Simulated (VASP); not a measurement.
# SnS2 in VASP: further runs, part 2 of 2

VASP 6.6.1.

**3. Phonons, LDA**

This run uses another cell than the first one, of 50.82 Å³/atom, 0.978 times its volume.

Contents of POSCAR:

```
SnS2
1.0
    3.6244470813      0.0000000000      0.0000000000
   -1.8122235406      3.1388632427      0.0000000000
    0.0000000000      0.0000000000     26.8020000000
  S               Sn
     4     2
Direct
     0.6666666699999979    0.3333333300000021    0.3391954115526549
     0.3333333300000021    0.6666666699999979    0.4487343422074569
     0.6666666699999979    0.3333333300000021    0.5512656577925431
     0.3333333300000021    0.6666666699999979    0.6608045884473449
     0.0000000000000000    0.0000000000000000    0.3938857108301813
     0.0000000000000000    0.0000000000000000    0.6061142891698187
```

Contents of INCAR.step1:

```
PREC     = Accurate       # precision mode
ENCUT    = 600            # plane-wave cutoff, eV
EDIFF    = 1E-8           # SCF threshold, eV
ISMEAR   = 0              # smearing method
SIGMA    = 0.03           # smearing width, eV
LREAL    = False          # projectors in reciprocal space
LASPH    = True           # aspherical terms in the spheres
NELM     = 80             # most SCF steps
ALGO     = Normal         # electronic algorithm
ISIF     = 2              # what is computed and relaxed
LWAVE    = False          # write WAVECAR
LCHARG   = False          # write CHGCAR
LATTICE_CONSTRAINTS= .TRUE. .TRUE. .FALSE.
KPAR     = 4            
IBRION   = 2              # ionic algorithm
NSW      = 40             # ionic steps
EDIFFG   = -0.002         # ionic threshold
```

Contents of INCAR.step2:

```
PREC     = Accurate       # precision mode
ENCUT    = 600            # plane-wave cutoff, eV
EDIFF    = 1E-8           # SCF threshold, eV
ISMEAR   = 0              # smearing method
SIGMA    = 0.03           # smearing width, eV
LREAL    = False          # projectors in reciprocal space
LASPH    = True           # aspherical terms in the spheres
NELM     = 80             # most SCF steps
ALGO     = Normal         # electronic algorithm
ISIF     = 2              # what is computed and relaxed
LWAVE    = False          # write WAVECAR
LCHARG   = False          # write CHGCAR
LATTICE_CONSTRAINTS= .TRUE. .TRUE. .FALSE.
KPAR     = 4            
IBRION   = 6              # ionic algorithm
NFREE    = 2            
POTIM    = 0.015          # step
NSW      = 1              # ionic steps
```

Contents of KPOINTS:

```
Automatic mesh
0
Gamma
  12 12 1
```

Potentials or basis: VASP PAW LDA potentials, release 64 (S, Sn_d).

Run with:

```
cat potpaw_LDA.64/S/POTCAR potpaw_LDA.64/Sn_d/POTCAR > POTCAR
cp INCAR.step1 INCAR
mpirun -np 4 vasp_std > vasp.out
cp CONTCAR POSCAR
cp INCAR.step2 INCAR
mpirun -np 4 vasp_std > vasp.out
```

OUTCAR:

```text
PREC = Accurate
   ENCUT = 600
   EDIFF = 1E-8
   ISMEAR = 0
   LREAL = False
   LASPH = True
   NELM = 80
   ISIF = 2
   IBRION = 6
   NFREE = 2
   POTIM = 0.015
   NSW = 1

 ion  position               nearest neighbor table
   1  0.667  0.333  0.339-   5 2.55   5 2.55   5 2.55
   2  0.333  0.667  0.449-   5 2.56   5 2.56   5 2.56
   3  0.667  0.333  0.551-   6 2.56   6 2.56   6 2.56
   4  0.333  0.667  0.661-   6 2.55   6 2.55   6 2.55
   5  0.000  0.000  0.394-   1 2.55   1 2.55   1 2.55   2 2.56   2 2.56   2 2.56
   6  0.000  0.000  0.606-   4 2.55   4 2.55   4 2.55   3 2.56   3 2.56   3 2.56

  LATTYP: Found a hexagonal cell.
 ALAT       =     3.6244470813
 C/A-ratio  =     7.3947830935

  Lattice vectors:

 A1 = (   3.6244470813,   0.0000000000,   0.0000000000)
 A2 = (  -1.8122235406,   3.1388632427,   0.0000000000)
 A3 = (   0.0000000000,   0.0000000000,  26.8020000000)

Analysis of symmetry for initial positions (statically):
=====================================================================
 Subroutine PRICEL returns:
 Original cell was already a primitive cell.

 Routine SETGRP: Setting up the symmetry group for a
 hexagonal supercell.

 Subroutine GETGRP returns: Found 12 space group operations
 (whereof 12 operations were pure point group operations)
 out of a pool of 24 trial point group operations.

The static configuration has the point symmetry D_3d.

Analysis of symmetry for dynamics (positions and initial velocities):
=====================================================================
 Subroutine PRICEL returns:
 Original cell was already a primitive cell.

 Routine SETGRP: Setting up the symmetry group for a
 hexagonal supercell.

 Subroutine GETGRP returns: Found 12 space group operations
 (whereof 12 operations were pure point group operations)
 out of a pool of 24 trial point group operations.

The dynamic configuration has the point symmetry D_3d.

 Subroutine INISYM returns: Found 12 space group operations
 (whereof 12 operations are pure point group operations),
 and found     1 'primitive' translations

----------------------------------------------------------------------------------------

                                     Primitive cell

  volume of cell :     304.9168

  direct lattice vectors                    reciprocal lattice vectors
     3.624447081  0.000000000  0.000000000     0.275904152  0.159293337  0.000000000
    -1.812223541  3.138863243  0.000000000     0.000000000  0.318586674  0.000000000
     0.000000000  0.000000000 26.802000000     0.000000000  0.000000000  0.037310648

  length of vectors
     3.624447081  3.624447077 26.802000000     0.318586673  0.318586674  0.037310648

[... 113 lines left out ...]
 finite differences with symmetry
 non-spin polarized calculation
 Gauss-broadening in eV      SIGMA  =   0.03
  energy-cutoff  :      600.00
  volume of cell :      304.92
 maximum number of plane-waves:     10195
 NGX is ok and might be reduce to    30
   NGX = 15   NGY = 15   NGZ =107

--------------------------------------- Ionic step        1  -------------------------------------------

 number of electron      51.9999995 magnetization

 Free energy of the ion-electron system (eV)
  ---------------------------------------------------
  ext. energy  EPLUGINS =         0.00000000
  ---------------------------------------------------
  free energy    TOTEN  =       -30.01976956 eV

  energy without entropy =      -30.01976956  energy(sigma->0) =      -30.01976956

------------------------ aborting loop because EDIFF is reached ----------------------------------------

  FORCE on cell =-STRESS in cart. coord.  units (eV):
  Direction    XX          YY          ZZ          XY          YZ          ZX
  --------------------------------------------------------------------------------------
  -------------------------------------------------------------------------------------
  Total        0.0126697      0.0126697     -0.0274099      0.0000000      0.0000000      0.0000000
  in kB        0.0665728      0.0665728     -0.1440247      0.0000000      0.0000000      0.0000000
  external PRESSURE =      -0.0036264 kB  Pullay stress =       0.0000000 kB
[... 101 lines left out ...]
  FREE ENERGIE OF THE ION-ELECTRON SYSTEM (eV)
  ---------------------------------------------------
  free  energy   TOTEN  =       -30.0193263306 eV

  energy  without entropy=      -30.0193263306  energy(sigma->0) =      -30.01932633

[... ionic steps 4 to 10 ...]

--------------------------------------- Ionic step       11  -------------------------------------------

 number of electron      51.9999996 magnetization

------------------------ aborting loop because EDIFF is reached ----------------------------------------
[... 75 lines left out ...]
--------------------------------------- Ionic step       13  -------------------------------------------

 number of electron      51.9999995 magnetization

 Free energy of the ion-electron system (eV)
  ---------------------------------------------------
  ext. energy  EPLUGINS =         0.00000000
  ---------------------------------------------------
  free energy    TOTEN  =       -30.01757290 eV

  energy without entropy =      -30.01757290  energy(sigma->0) =      -30.01757290

 E-fermi :  -1.6118     XC(G=0):  -4.7291

 val. band max:       -1.7911830118   @ k =   0.1667   0.0000   0.0000
 cond. band min:      -0.3822604672   @ k =   0.5000   0.0000   0.0000
 fundamental gap:      1.4089225445
 Fermi energy:        -1.6117808434

 k-point     1 :       0.0000    0.0000    0.0000
  band No.  band energies     occupation
      1     -22.6054      2.00000
      2     -22.6054      2.00000
      3     -22.5748      2.00000
      4     -22.5748      2.00000
      5     -22.5526      2.00000
      6     -22.5239      2.00000
[... 668 lines left out ...]
  FREE ENERGIE OF THE ION-ELECTRON SYSTEM (eV)
  ---------------------------------------------------
  free  energy   TOTEN  =       -30.0175728993 eV

  energy  without entropy=      -30.0175728993  energy(sigma->0) =      -30.01757290

 INTERNAL STRAIN TENSORS FROM DISPLACED ATOMS
 ============================================

 INTERNAL STRAIN TENSOR FOR ION    1 for displacements in x,y,z  (eV/Angst):
          X           Y           Z          XY          YZ          ZX
  --------------------------------------------------------------------------------
  x    -0.00000     0.00000    -0.00000    -0.75472     0.00000     6.57227
  y    -0.75472     0.75472     0.00000     0.00000     6.57227     0.00000
  z     7.47118     7.47118    16.58437     0.00000     0.00000     0.00000

 INTERNAL STRAIN TENSOR FOR ION    6 for displacements in x,y,z  (eV/Angst):
          X           Y           Z          XY          YZ          ZX
  --------------------------------------------------------------------------------
  x     0.00000    -0.00000     0.00000     0.03119     0.00000     0.15270
  y     0.03119    -0.03119     0.00000    -0.00000     0.15270     0.00000
  z    -0.04370    -0.04370    -0.20525    -0.00000     0.00000     0.00000

 Eigenvectors and eigenvalues of the dynamical matrix
 ----------------------------------------------------

   1 f  =   10.696008 THz    67.204998 2PiTHz  356.780410 cm-1    44.235113 meV
             X         Y         Z           dx          dy          dz
      1.812224  1.046288  9.091318    -0.000000   -0.000000   -0.414924
     -0.000000  2.092576 12.026866    -0.000000   -0.000000   -0.393431
      1.812224  1.046288 14.775134     0.000000    0.000000    0.393431
     -0.000000  2.092576 17.710682     0.000000    0.000000    0.414924
      0.000000  0.000000 10.556848     0.000000    0.000000    0.415992
      0.000000  0.000000 16.245152    -0.000000   -0.000000   -0.415992
[... 145 lines left out ...]
  18 f/i=    0.003612 THz     0.022697 2PiTHz    0.120495 cm-1     0.014939 meV
             X         Y         Z           dx          dy          dz
      1.812224  1.046288  9.091318    -0.284550   -0.080890   -0.000000
     -0.000000  2.092576 12.026866    -0.284683   -0.080927   -0.000000
      1.812224  1.046288 14.775134    -0.284683   -0.080927   -0.000000
     -0.000000  2.092576 17.710682    -0.284550   -0.080890   -0.000000
      0.000000  0.000000 10.556848    -0.548272   -0.155858   -0.000000
      0.000000  0.000000 16.245152    -0.548272   -0.155858   -0.000000

 ELASTIC MODULI CONTR FROM IONIC RELAXATION (kBar)
 Direction    XX          YY          ZZ          XY          YZ          ZX
 --------------------------------------------------------------------------------
 XX        -116.2531   -110.7226   -244.0983     -0.0000     23.5330      0.0000
 YY        -110.7226   -116.2531   -244.0983     -0.0000    -23.5330     -0.0000
 ZZ        -244.0983   -244.0983   -533.1526     -0.0000      0.0000     -0.0000
 XY          -0.0000     -0.0000     -0.0000     -2.7653     -0.0000     23.5330
 YZ          23.5330    -23.5330      0.0000     -0.0000   -204.7629     -0.0000
 ZX           0.0000     -0.0000     -0.0000     23.5330     -0.0000   -204.7625
 --------------------------------------------------------------------------------
```

Wall time 20 min (4 MPI ranks of Intel Xeon 6975P-C (Granite Rapids), shared host); peak memory 1.3 GiB.

Results:

* Highest phonon frequency at Γ, LO-TO splitting left out: 357 cm⁻¹

Phonon frequencies in cm⁻¹ (negative: imaginary):
```tsv
q point	frequencies
(0.000, 0.000, 0.000)	0 0 0 21 21 33 196 196 201 201 207 207 218 218 308 309 355 357
```
